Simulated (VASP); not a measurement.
Moving the share of exact exchange in KI

It takes space group Fm-3m (No. 225, cubic). Conventional cell: a = 7.066 Å, b = 7.066 Å, c = 7.066 Å, α = 90.00°, β = 90.00°, γ = 90.00°. I (site symmetry m-3m) is surrounded by 6 K at 3.53 Å. K (site symmetry m-3m) is surrounded by 6 I at 3.53 Å.

Kept alike: task single point; functional PBE0(alpha); k mesh 4 × 4 × 4; occupations fermi-dirac, width 0.05 eV; no spin polarisation. Program: VASP, PBE PAW files I, K_sv, 520 eV. The mesh is that of the run's cell of 2 atoms. No spin-orbit coupling.

| run | band gap (eV) |
| --- | --- |
| A | 6.687 |
| B | 5.306 |
| C | 4.629 |
| D | 7.390 |
| E | 4.294 |
| F | 4.966 |
| G | 5.992 |
| H | 5.648 |

Spin-orbit coupling, left out here, moves the band edges of heavy atoms and can close or invert small gaps. A gap read on the mesh alone can miss an edge between its points. All rows use potentials made for PBE. The mesh is thin for exact exchange.

The runs differ in the share of exact exchange alone: 0.05; 0.1; 0.15; 0.2; 0.25; 0.3; 0.4; 0.5. Which run is which?

Run A is 0.4; run B is 0.2; run C is 0.1; run D is 0.5; run E is 0.05; run F is 0.15; run G is 0.3; run H is 0.25. The band gap rises from 4.294 to 7.390 eV between 0.05 and 0.5. Exact exchange pulls filled levels down against empty ones, so the gap grows nearly in line with its share. The mean slope is +6.88 eV per unit of share.
